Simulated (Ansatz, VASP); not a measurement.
## Os: VASP beside Ansatz

```
CELL_PARAMETERS angstrom
0.00000 1.91024 1.91024
1.91024 0.00000 1.91024
1.91024 1.91024 0.00000
ATOMIC_POSITIONS crystal
Os 0.00000 0.00000 0.00000
```

Alike in both runs: task relaxation of cell and atoms; functional PBEsol; k mesh 24 × 24 × 24; occupations gaussian, width 0.1 eV; no spin polarisation.

|  | VASP | Ansatz |
| --- | --- | --- |
| version | VASP 6.6.1 | Ansatz 0.2.0 |
| potentials or method | VASP PAW PBE potentials, release 64 (Os) | scalar-relativistic, plane waves, PAW |
| plane-wave cutoff (eV) | 600 | 420 |
| valence electrons in the cell | 8 | 16 |

```tsv
	VASP	Ansatz	Ansatz less VASP
gap on the k mesh at the Fermi level, each at its own relaxed structure (eV)	none	none	-
relaxed volume (Å³/atom)	13.96	13.94	-0.021
relaxed cell length with the largest relative difference (Å)	2.703	2.702	-0.0014
```

A gap of «none» marks a metal or a gap that the smearing closes. The two sets of potentials don't hold the same shells in valence.

Caveats: the PAW data sets were made with another functional, which shifts forces and pressure a little (VASP). Spin-orbit coupling is left out, which matters for the levels of Os.
